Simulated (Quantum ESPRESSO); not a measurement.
AlN:

```
Al N
1.0
     0.00000    2.18399    2.18399
     2.18399    0.00000    2.18399
     2.18399    2.18399    0.00000
Al N
1 1
Direct
  0.00000 0.00000 0.00000
  0.25000 0.25000 0.25000
```

Measurements of this composition are mostly on another form, of space group No. 186.

Base run:

* Program: Quantum ESPRESSO 7.5
* Functional: PBEsol
* Potentials or basis: PseudoDojo 0.4.1 SR PBEsol standard
* Cutoff: 1143 eV
* Density cutoff: 4572 eV
* k mesh: 6 × 6 × 6
* Occupations: fixed
* Spin: no spin polarisation

Its results: band gap on the k mesh, mean-field level 3.19 eV, indirect (least direct gap 4.12 eV).

Problem. The run is repeated on the same cell with these changes: functional from PBEsol to PBE; potentials or basis from PseudoDojo 0.4.1 SR PBEsol standard to PseudoDojo 0.4.1 SR PBE standard. What comes out?

Solution. Band gap on the k mesh, mean-field level 3.32 eV, indirect (least direct gap 4.19 eV).

A k mesh can miss the band edges.
